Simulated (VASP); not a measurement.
**VASP 6.6.1 run: GaP**

INCAR

```
NELM = 120
LREAL = .FALSE.
ISMEAR = -1
LCHARG = .FALSE.
NSW = 0
GGA = PE
SIGMA = 0.02
LWAVE = .FALSE.
PREC = Accurate
ISIF = 2
LASPH = .TRUE.
ENCUT = 520
EDIFF = 1E-7
IVDW = 10
IBRION = -1
NBANDS = 16
```

KPOINTS

```
KPOINTS created by Atomic Simulation Environment
0
Monkhorst-Pack
8 8 8
0 0 0
```

POSCAR

```
Ga P
 1.0000000000000000
     0.0000000000000000    2.7253992946999999    2.8616692594000002
     2.7253992946999999    0.0000000000000000    2.8616692594000002
     2.7253992946999999    2.7253992946999999    0.0000000000000000
 Ga  P
   1   1
Cartesian
  0.0000000000000000  0.0000000000000000  0.0000000000000000
  1.3626996473499997  1.3626996473499997  1.4308346297000001
```

The recommended PBE PAW datasets give the neutral cell 18 valence electrons.

Command

```
mpirun -np 1 vasp_std
```

OSZICAR

```
N       E                     dE             d eps       ncg     rms          rms(c)
DAV:   1     0.827668129941E+02    0.82767E+02   -0.89965E+03  4720   0.159E+03
DAV:   2    -0.281700807830E+01   -0.85584E+02   -0.81416E+02  5232   0.312E+02
DAV:   3    -0.925736850737E+01   -0.64404E+01   -0.64171E+01  5912   0.664E+01
DAV:   4    -0.936269190397E+01   -0.10532E+00   -0.10530E+00  5704   0.920E+00
DAV:   5    -0.936476303812E+01   -0.20711E-02   -0.20711E-02  5936   0.114E+00    0.402E+00
DAV:   6    -0.913111780214E+01    0.23365E+00   -0.37886E-01  7200   0.992E+00    0.263E+00
DAV:   7    -0.910784049313E+01    0.23277E-01   -0.86275E-02  6080   0.191E+00    0.107E+00
DAV:   8    -0.910813839263E+01   -0.29790E-03   -0.12428E-02  5416   0.132E+00    0.162E-01
DAV:   9    -0.910854406843E+01   -0.40568E-03   -0.12634E-03  5928   0.498E-01    0.830E-02
DAV:  10    -0.910862220268E+01   -0.78134E-04   -0.10995E-04  7152   0.105E-01    0.423E-02
DAV:  11    -0.910869672965E+01   -0.74527E-04   -0.10370E-04  5472   0.836E-02    0.518E-03
DAV:  12    -0.910869634032E+01    0.38932E-06   -0.29645E-06  5720   0.215E-02    0.260E-03
DAV:  13    -0.910869664323E+01   -0.30291E-06   -0.82032E-07  6112   0.733E-03    0.192E-03
DAV:  14    -0.910869668331E+01   -0.40073E-07   -0.31791E-08  4504   0.147E-03
   1 F= -.96578631E+01 E0= -.96578631E+01  d E =-.594487E-11
```

From OUTCAR

```
k-points           NKPTS =    144   k-points in BZ     NKDIM =    144   number of bands    NBANDS=     16

   NELECT =      18.0000    total number of electrons

   dimension x,y,z NGX =    30 NGY =   30 NGZ =   30
   dimension x,y,z NGXF=    60 NGYF=   60 NGZF=   60

  energy-cutoff  :      520.00
  volume of cell :       42.51
      direct lattice vectors                 reciprocal lattice vectors
     0.000000000  2.725399295  2.861669259    -0.183459356  0.183459356  0.174723196
     2.725399295  0.000000000  2.861669259     0.183459356 -0.183459356  0.174723196
     2.725399295  2.725399295  0.000000000     0.183459356  0.183459356 -0.174723196

 k-points in reciprocal lattice and weights: KPOINTS created by Atomic Simulation Env
   0.06250000  0.06250000  0.06250000       0.004
   0.18750000  0.06250000  0.06250000       0.008
   0.31250000  0.06250000  0.06250000       0.008
   0.43750000  0.06250000  0.06250000       0.008
  -0.43750000  0.06250000  0.06250000       0.008
  -0.31250000  0.06250000  0.06250000       0.008
  -0.18750000  0.06250000  0.06250000       0.008
  -0.06250000  0.06250000  0.06250000       0.008
   ...

 E-fermi :   4.6094

 k-point     1 :       0.0625    0.0625    0.0625
  band No.  band energies     occupation
      1     -10.3231      2.00000
      2     -10.3092      2.00000
      3     -10.3066      2.00000
      4     -10.2324      2.00000
      5     -10.2237      2.00000
      6      -7.9168      2.00000
      7       3.5418      2.00000
      8       4.0350      2.00000
      9       4.2063      2.00000
     10       5.9731      0.00000
     11       8.0857      0.00000
     12       8.1354      0.00000
     13       8.2702      0.00000
     14      12.9514      0.00000
     15      13.3057      0.00000
     16      14.0723      0.00000

 k-point     2 :       0.1875    0.0625    0.0625
  band No.  band energies     occupation
      1     -10.3330      2.00000
      2     -10.3084      2.00000
      3     -10.3007      2.00000
      4     -10.2324      2.00000
      5     -10.2234      2.00000
      6      -7.6699      2.00000
      7       2.0646      2.00000
      8       3.5598      2.00000
      9       3.9477      2.00000
     10       6.5867      0.00000
     11       8.3014      0.00000
     12       8.5198      0.00000
     13       9.0692      0.00000
     14      12.5066      0.00000
     15      13.5598      0.00000
     16      14.0941      0.00000

 k-point     3 :       0.3125    0.0625    0.0625
  band No.  band energies     occupation
      1     -10.3542      2.00000
      2     -10.3019      2.00000
      3     -10.2930      2.00000
      4     -10.2321      2.00000
      5     -10.2209      2.00000
      6      -7.0892      2.00000
      7       0.0573      2.00000
      8       3.0671      2.00000
      9       3.5499      2.00000
     10       6.3520      0.00000
     11       8.8115      0.00000
     12       9.0780      0.00000
     13      10.5060      0.00000
     14      12.6404      0.00000
     15      13.6310      0.00000
     16      14.5020      0.00000

 ...

  Total      -1.02485    -1.02485    -2.02260     0.00000     0.00000     0.00000
  in kB     -38.62446   -38.62446   -76.22735     0.00000     0.00000     0.00000
  external pressure =      -51.16 kB  Pullay stress =        0.00 kB

 POSITION                                       TOTAL-FORCE (eV/Angst)
 -----------------------------------------------------------------------------------
      0.00000      0.00000      0.00000         0.000000      0.000000      0.000000
      1.36270      1.36270      1.43083        -0.000000     -0.000000     -0.000000
 -----------------------------------------------------------------------------------
    total drift:                                0.000001      0.000001      0.000003

  FREE ENERGIE OF THE ION-ELECTRON SYSTEM (eV)
  ---------------------------------------------------
  free  energy   TOTEN  =        -9.6578630944 eV

  energy  without entropy=       -9.6578630944  energy(sigma->0) =       -9.65786309
```

It converged. Results: gap between bands v and c on the k mesh 1.47 eV; least direct gap on the k mesh 1.77 eV; pressure -5.1 GPa. Band v is the last that the valence electrons fill when counted band by band, and c is the next.

The shifted mesh misses Γ, so a band edge there is missed.

For comparison, a separate PBE run of the intended cell, on usual settings and not on those above, gives a gap of 1.31 eV on its mesh and a pressure of -1.4 GPa.

The run above took about 1.8 min on one core of a shared host (Intel Xeon Platinum 8488C) and held 0.24 GiB at most.
